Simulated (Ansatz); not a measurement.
**AlNi under changes of volume**

One of the cells (12.452 Å³/atom); the others are scaled copies at fixed shape and fractional positions:

```
CELL_PARAMETERS angstrom
2.30068 -1.39468 0.00000
2.30068 1.39468 0.00000
-1.35645 0.00000 3.88084
ATOMIC_POSITIONS crystal
Ni 0.50000 0.50000 0.50000
Al 0.00000 0.00000 0.00000
```

The cell comes from a database or a generator and needn't be the stable form of this composition.

| Property | Result |
| --- | --- |
| Program | Ansatz 0.2.0 |
| Functional | LDA |
| Potentials or basis | Ansatz PAW |
| Cutoff | 420 eV (not typed: the program's choice for these potentials) |
| k mesh | 11 × 11 × 7 |
| Occupations | fermi-dirac, width 0.05 eV |
| Spin | collinear spin, ferromagnetic start |
| Starting moments | [1.0, 0.0] μB |

```tsv
volume (Å³/atom)	energy over the lowest point (meV/atom)	pressure (GPa)
11.705	0.00	1.6
11.954	0.38	-2.0
12.203	5.98	-5.1
12.452	16.22	-8.0
12.702	30.61	-10.5
12.951	48.71	-12.7
13.200	?	?
```

Problem. What does the run at 13.200 Å³/atom give?

Solution. Energy over the lowest point 70.10 meV/atom; pressure -14.7 GPa.

Worked out: A Birch-Murnaghan fit of order 3 (a polynomial in V^(-2/3)) to the other rows has its minimum at 11.81 Å³/atom with B0 = V·E''(V) = 169 GPa and B' = 4.4 at fixed shape and positions, which overstates the stiffness. It gives 70.07 meV/atom at 13.200 Å³/atom, against the run's 70.10, and -dE/dV = -14.7 GPa, against -14.7.

Energies are extrapolated to zero smearing.

Caveats: the PAW data sets come from PBE, with cores solved anew for the run's functional, which leaves a small shift of forces and pressure; the starting moments weren't kept.
